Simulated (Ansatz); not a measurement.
# V: which structure wins at one pressure, part 2 of 2

Aim: bring V in several structures (bcc, hcp, omega, simple hexagonal, beta tin) to one pressure and rank them by enthalpy. The pressure is set by scaling the first phase. Methods of the runs shown: LAPW. Companion runs by PAW are cited.

Ansatz 0.2.0; DFT PBEsol; a cell built from a prototype (bcc type), not taken from measurement. The steps go on from the part before.

### Step 6. Beta tin relaxed under pressure, LAPW

File input.yaml:

```yaml
crystal:
  lattice:
    - [-1.9963424745, 1.9963424745, 1.1508835287]
    - [1.9963424745, -1.9963424745, 1.1508835287]
    - [1.9963424745, 1.9963424745, -1.1508835287]
  atoms:
    - { symbol: V, position: [-0.375, -0.125, -0.25] }
    - { symbol: V, position: [0.375, 0.125, 0.25] }
kpoints:
  mp_grid: { grid: [19, 19, 19] }
scf:
  occupations: { method: fermi_dirac, width: 0.05 }
hamiltonian:
  xc: pbesol
  pseudopotentials: { kind: all_electron, lapw: { basis_error: 0.0005 } }
output:
  forces: true
  stress: true
  eigenvalues: true
relax:
  f_tol: 0.005
  max_steps: 12
  cell: { p_target: 130.0, stress_tol: 0.065 }
```

Started as:

```sh
ansatz run input.yaml --threads 1 --pin off --max-ram 3584MiB --backend cpu --events-out ev --progress --plain --runs-dir out
```

What it wrote:

```text
The last accepted step is kept in <dir> (removed where the run ends without a failure and the disk answers)
LAPW: plane waves up to 11.333 Å⁻¹, error target 5.0e-4 eV per atom; small_component_spin mean_spin; V in spheres of 1.008 Å, 21 of its electrons in bands, Dirac shells []
Engine: ansatz 0.2.0
Pseudopotentials: kind: all_electron
Pseudopotential: V, LAPW, valence charge 21, Koelling and Harmon's equation, gaussian nucleus
Functional definition: PBEsol
  exchange = pbesol_x
  correlation = pbesol_c
Crystal: 2 atoms, lattice volume = 18.347 Å³
Basis set: ecut = 489.3087097104045 eV, 429 PW (Γ), FFT grids on a1+a2, a2, a3, exchange–correlation at level 2
Bands: 26, of which v1, the nominal top of the filled ones, is band 21 counted from 1 (20 counted from 0)
Symmetry: 16 space group operations
Space group: I41/amd (ITA 141), of the structure as read, at distance tolerance 2.6e-5 Å
k-points: 550 of 6859
Non-local potential: V, projectors of the file, none
Initial density: superposition of atomic densities (chi_scale 0.1, normalization cell)
Initial wavefunctions: plane waves of lowest kinetic energy (no species holds an atomic orbital)
Functional: x = pbesol(κ = 0.804, μ = 0.12345679012345678), c = pbesol(β = 0.046)
iter 1 solved again at ethr=2.36e-4 eV; its pass at ethr=1.00e-1 eV (dr2=9.92e-2 eV) is discarded
SCF iter   1: F=—  HF=-51606.621652 eV  |F-HF|=—  |Δ(HF+E_count)|=         —  Δρ=3.89e-2  dr2=9.96e-2  ethr=2.36e-4  ⟨swp⟩=2.9  Hψ=91359  notcnv=0
preconditioner: auto → none  [metal: Δε(μ)=0.002 eV  Ē_g=24.520 eV  σ=0.050 eV  W_gap=0.01  n_scr=4 (ndim 8)  ℏωp=40.7 eV  f_vac=0.000  D(μ)=1.16/eV (n_scr^D=16)  sad-step TF]
SCF iter   2: F=—  HF=-51606.457327 eV  |F-HF|=—  |Δ(HF+E_count)|=   1.64e-1  Δρ=1.77e-2  dr2=1.73e-2  ethr=2.36e-4  ⟨swp⟩=3.0  Hψ=47944  notcnv=0
SCF iter   3: F=—  HF=-51606.453998 eV  |F-HF|=—  |Δ(HF+E_count)|=         —  Δρ=8.62e-3  dr2=4.04e-3  ethr=4.12e-5  ⟨swp⟩=2.0  Hψ=43729  notcnv=0
the basis was enlarged: its passes take 571.6 KiB over the memory plan, 1 of 1 planned eigensolver slots
iter 4 solved again at ethr=1.87e-8 eV; its pass at ethr=9.62e-6 eV (dr2=7.86e-6 eV) is discarded
SCF iter   4: F=—  HF=-51606.453638 eV  |F-HF|=—  |Δ(HF+E_count)|=   3.60e-4  Δρ=3.41e-4  dr2=7.86e-6  ethr=1.87e-8  ⟨swp⟩=2.0  Hψ=73087  notcnv=0
SCF iter   5: F=—  HF=-51606.453639 eV  |F-HF|=—  |Δ(HF+E_count)|=   1.17e-6  Δρ=4.16e-5  dr2=1.34e-7  ethr=1.87e-8  ⟨swp⟩=2.3  Hψ=43883  notcnv=0
SCF iter   6: F=-51606.453639 eV  HF=-51606.453639 eV  |F-HF|=7.20e-10  |Δ(HF+E_count)|=   1.07e-7  Δρ=2.83e-6  dr2=3.82e-10  ethr=3.18e-10  ⟨swp⟩=3.0  Hψ=46654  notcnv=0
the search or the solves at the SCF's close seem to have found levels that the self-consistency loop had missed (the run counts 1). By its estimate they hold under 1e-12 electrons; where the run keeps them, the occupations were computed again with them
SCF 1 converged in 6 iterations: F = -51606.453639 eV  dr2 = 3.82e-10
relax step   1: F+E_penalty+E_count = -51606.45363881 eV  Δ(F+E_penalty+E_count) = +0.000e0 eV  max|allowed force component| = 0.000e0 eV/Å  Δτ_max = 0.0000 Å  P = +130.044 GPa  Ω = 18.347 Å³  (6 SCF iters, accepted)
Crystal: 2 atoms, lattice volume = 18.348 Å³
Basis set: ecut = 489.28536664684776 eV, 429 PW (Γ), FFT grids on a1+a2, a2, a3, exchange–correlation at level 2
Initial density: handed on by an earlier stage of this run
Initial wavefunctions: those handed on with the density
iter 1 solved again at ethr=3.71e-11 eV; its pass at ethr=1.00e-1 eV (dr2=1.56e-8 eV) is discarded
SCF iter   1: F=—  HF=-51606.454705 eV  |F-HF|=—  |Δ(HF+E_count)|=         —  Δρ=1.51e-5  dr2=3.28e-8  ethr=3.71e-11  ⟨swp⟩=4.8  Hψ=85419  notcnv=0
preconditioner: auto → none  [metal: Δε(μ)=0.002 eV  Ē_g=24.508 eV  σ=0.050 eV  W_gap=0.01  n_scr=4 (ndim 8)  ℏωp=40.7 eV  f_vac=0.000  D(μ)=1.14/eV (n_scr^D=16)]
SCF iter   2: F=-51606.454705 eV  HF=-51606.454705 eV  |F-HF|=1.87e-9  |Δ(HF+E_count)|=   4.66e-8  Δρ=4.94e-6  dr2=3.31e-9  ethr=3.71e-11  ⟨swp⟩=2.3  Hψ=43910  notcnv=0
SCF 2 converged in 2 iterations: F = -51606.454705 eV  dr2 = 3.31e-9
relax step   2: F+E_penalty+E_count = -51606.45470495 eV  Δ(F+E_penalty+E_count) = -1.066e-3 eV  max|allowed force component| = 4.163e-17 eV/Å  Δτ_max = 0.0000 Å  P = +130.002 GPa  Ω = 18.348 Å³  (2 SCF iters, accepted)
iter 1 solved again at ethr=7.90e-12 eV; its pass at ethr=1.00e-1 eV (dr2=3.32e-9 eV) is discarded
SCF iter   1: F=—  HF=-51606.454705 eV  |F-HF|=—  |Δ(HF+E_count)|=         —  Δρ=4.95e-6  dr2=3.31e-9  ethr=1.37e-11 (applied; sched 7.90e-12)  ⟨swp⟩=3.0  Hψ=66052  notcnv=0
SCF iter   2: F=-51606.454705 eV  HF=-51606.454705 eV  |F-HF|=2.84e-10  |Δ(HF+E_count)|=   5.98e-8  Δρ=1.82e-6  dr2=3.97e-10  ethr=1.02e-11 (applied; sched 7.88e-12)  ⟨swp⟩=2.0  Hψ=43693  notcnv=0
SCF 3 converged in 2 iterations: F = -51606.454705 eV  dr2 = 3.97e-10
relax step   3: F+E_penalty+E_count = -51606.45470500 eV  Δ(F+E_penalty+E_count) = -4.289e-8 eV  max|allowed force component| = 4.163e-17 eV/Å  Δτ_max = 0.0000 Å  P = +130.002 GPa  Ω = 18.348 Å³  stress off target by 4.97e-2 GPa  SCF on the basis re-selected at this cell (its energy is not comparable with the rows above)  (2 SCF iters)
basis re-selected at this cell: Δ(F+E_penalty+E_count) = -4.289e-8 eV, ΔP = +0.000 GPa vs the last step (what re-selecting the basis moved, after the strain that the cell walked since its last selection, with what the two solves' SCF thresholds leave and, on support functions, any second-order correction that the steps lacked; it is no measure of the basis error at this ecutwfc). This SCF's stress stands 4.97e-2 GPa from its target on what of the cell is left free (relax.cell.stress_tol is 6.50e-2 GPa) and its largest allowed force component is 4.16e-17 eV/Å (relax.f_tol is 5.00e-3 eV/Å): within both
SCF converged after 2 iterations
Free energy (F): -51606.454705 eV
Harris-Foulkes:  -51606.454705 eV  (|F-HF|=2.84e-10)
Internal energy: -51606.444928 eV  (E = F + TS)
E sigma→0 (E₀):  -51606.449817 eV
Entropy (-TS):   -0.009777 eV (-4.888 meV/atom)
Fermi energy:    26.650205 eV
--- Per-component energies (eV) ---
  E_band       = -7937.175506
  E_kinetic    = 52192.069559
  E_xc         = -2431.764321
  E_electrostatic = -101366.750167  (all electrons and nuclei)
  E_smearing   = -0.009777  (= −TS)
  E_closure    = 0.000000  (closes the sum)
  E_atoms      = -51591.853976  (free atoms, spherical and without spin; not in F)
  Σ components = -51606.454705   (vs F -51606.454705, Δ=0.00e0)
  Basis errors (estimates in eV, not in F): energy 2.0e-4 per atom: plane waves 1.8e-4 (1.0e-4 summed), levels above the bands 4.5e-30, relativity 3.2e-8, radial functions 2.0e-5, core shells 2.9e-13; eigenvalues (radial functions only) 1.3e-7; not estimated: angular momenta, meshes, grids; target (lapw.basis_error) 5.0e-4; muffin-tin radii V 1.008 Å
--- Forces (eV/Å), atoms counted from 1 ---
  atom   1  V      0.00000000    -0.00000000     0.00000000
  atom   2  V     -0.00000000    -0.00000000    -0.00000000
  max |Σ_I F_I| component: 1.39e-16 eV/Å
--- Stress (GPa, compression-positive) ---
      129.977927       0.000000      -0.000000
        0.000000     129.977927      -0.000000
       -0.000000      -0.000000     130.049729
  P = ⅓ Tr σ = 130.0019 GPa (1300.019 kbar)
--- Band table (eV; the first three rows and the last of 550) ---
  k-point 0: bands = ["-567.8204", "-567.8204", "-468.6916", "-468.6916", "-468.6895", "-468.6895", "-468.6895", "-468.6895", "-37.7653", "-36.0037", "-12.4024", "-12.4024", "-9.9413", "-9.8948", "-9.4179", "-9.4179", "19.1954", "19.6602", "23.1853", "24.1501", "25.1734", "28.6716", "28.6716", "28.8233", "28.8233", "32.4085"]
  k-point 1: bands = ["-567.8204", "-567.8204", "-468.6916", "-468.6916", "-468.6895", "-468.6895", "-468.6895", "-468.6895", "-37.7537", "-36.0162", "-12.3882", "-12.3872", "-9.9612", "-9.8923", "-9.4458", "-9.4205", "19.2642", "19.7215", "23.2181", "24.1063", "25.1211", "28.6879", "28.7330", "28.8654", "28.8858", "32.3502"]
  k-point 2: bands = ["-567.8204", "-567.8204", "-468.6916", "-468.6916", "-468.6895", "-468.6895", "-468.6895", "-468.6895", "-37.7193", "-36.0532", "-12.3456", "-12.3418", "-10.0197", "-9.8848", "-9.5281", "-9.4289", "19.4660", "19.9026", "23.3170", "23.9868", "24.9821", "28.7308", "28.9034", "28.9877", "29.0529", "32.1801"]
  k-point 549: bands = ["-567.8204", "-567.8204", "-468.6916", "-468.6916", "-468.6895", "-468.6895", "-468.6895", "-468.6895", "-36.8590", "-36.8468", "-13.1674", "-13.1499", "-9.9595", "-9.9537", "-9.0272", "-9.0099", "22.7814", "22.8274", "25.4008", "25.4230", "27.4777", "27.8960", "28.5964", "28.9460", "29.6019", "29.6355"]
--- Relaxed structure (2 steps of the walk, 2 accepted, 1 SCFs on fresh bases) ---
  F+E_penalty+E_count = -51606.45470500 eV   max|allowed force component| = 4.163e-17 eV/Å   (the final SCF, on the basis selected at the relaxed cell)
  cell:  # Å, volume = 18.3482 Å³
    - [-1.9963315046837695, 1.9963315046837695, 1.1509785391672083]
    - [1.9963315046837695, -1.9963315046837695, 1.1509785391672083]
    - [1.9963315046837695, 1.9963315046837695, -1.1509785391672083]
  atoms:
    - { symbol: V, position: [-0.375, -0.12500000000000006, -0.25] }
    - { symbol: V, position: [0.375, 0.12500000000000006, 0.25] }
```

Wall time 82 s (1 thread of AMD EPYC 9R45 (Zen 5), shared host); peak memory 1.5 GiB.

Relaxation path:

```
step  energy from step 1 (eV/cell)  largest force component (eV/Å)  pressure (GPa)  volume (Å³)
   1                        0.0000                          0.0000          130.04        18.35
   2                       -0.0011                          0.0000          130.00        18.35
   3                       -0.0011                          0.0000          130.00        18.35
```

Step 1 is the start. Step 3 repeats the geometry before on a plane-wave basis chosen anew for that cell, so the energy can jump there without any move; the table keeps such jumps.

| input's cell | before | after | change |
| --- | --- | --- | --- |
| a (Å) | 3.049 | 3.049 | +0.0 % |
| b (Å) | 3.049 | 3.049 | +0.0 % |
| c (Å) | 3.049 | 3.049 | +0.0 % |
| volume (Å³/atom) | 9.17 | 9.17 | +0.0 % |

Result: pressure 130.00 GPa; no gap.

### Step 7. Side by side

Rows by PAW come from runs of the same series that aren't printed here.

Enthalpy per atom, H = F + pV at p = 130 GPa, from each method's lowest phase:

```
method             start  space group, start → end  volume (Å³/atom)  pressure (GPa)  enthalpy (meV/atom)
  LAPW               bcc             Im-3m → Im-3m             9.110           130.1                  0.0
  LAPW               hcp       P6_3/mmc → P6_3/mmc             9.269           130.0                453.4
  LAPW             omega           P6/mmm → P6/mmm             9.213           130.0                232.9
  LAPW  simple hexagonal           P6/mmm → P6/mmm             9.337           130.0                781.1
  LAPW          beta tin       I4_1/amd → I4_1/amd             9.174           130.0                618.6
   PAW               bcc             Im-3m → Im-3m             9.110           130.0                  0.0
   PAW               hcp       P6_3/mmc → P6_3/mmc             9.270           130.0                454.4
   PAW             omega           P6/mmm → P6/mmm             9.214           130.0                233.8
   PAW  simple hexagonal           P6/mmm → P6/mmm             9.338           130.0                782.8
   PAW          beta tin       I4_1/amd → I4_1/amd             9.173           130.0                619.8
```

### Step 8. Results

This closing draws on all 2 parts.

| quantity | value |
| --- | --- |
| pressure | 130 GPa |
| lowest (LAPW) | bcc, 232.9 meV/atom under omega |
| lowest (PAW) | bcc, 233.8 meV/atom under omega |

What this shows: By LAPW the order is bcc < omega < hcp < beta tin < simple hexagonal. By PAW the order is bcc < omega < hcp < beta tin < simple hexagonal. The methods agree on the lowest phase. Only these structures were tried, with electrons smeared by 0.05 eV and without vibrations, so the true ground state may be another. The k meshes differ between phases and weren't tested, which can move differences by some meV.
